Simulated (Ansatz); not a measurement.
## HfO2: do energies and stresses tell the same story?

Theory: Ansatz, DFT PBE, scalar-relativistic, plane waves, PAW.

Settings: cutoff 420 eV, Γ-centred mesh 6×6×4 on the computed 6-atom cell, Gaussian smearing of 0.02 eV; no spin polarisation.

Relaxed cell: P4_2/nmc, a = 3.604 Å, b = 3.604 Å, c = 5.264 Å, α = 90.00°, β = 90.00°, γ = 90.00°, 6 atoms in the primitive cell. This form isn't the usual stable structure of the compound.

Energies at zero smearing and pressures from the stress tensor, at volumes with shape and atoms relaxed:
```tsv
V (Å³/atom)	E − E(first) (meV/atom)	P (GPa)
10.030	0.00	31.10
10.372	-55.26	20.96
10.714	-90.75	12.56
11.055	-109.91	5.67
11.397	-115.74	0.02
11.739	-110.82	-4.52
12.081	-97.34	-8.09
12.537	-69.25	-11.54
```

**Question.** Check P = −dE/dV between neighbouring volumes, and get the bulk modulus from the pressures alone.

**Answer.** With 1 eV/Å³ = 160.2 GPa:
```
middle V (Å³/atom)  −ΔE/ΔV (GPa) mean P (GPa)
            10.201        25.893        26.027
            10.543        16.630        16.759
            10.884         8.979         9.117
            11.226         2.732         2.848
            11.568        -2.305        -2.248
            11.910        -6.316        -6.302
            12.309        -9.874        -9.812
```

The two differ by 0.14 GPa at most. The mean of two end pressures misses the average over a step by about ΔV² P″/12, up to 0.16 GPa here; with that taken off 0.06 GPa remains, from the finite cutoff, the mesh or the relaxation's tolerance. Around V = 11.397 Å³/atom, the two neighbours give B = −V ΔP/ΔV = 11.397 × 10.19 / 0.684 = 169.9 GPa, against B0 = 165.5 GPa from the Birch–Murnaghan fit of the energies.

Spin–orbit coupling is left out, which can shift energies with elements as heavy as these.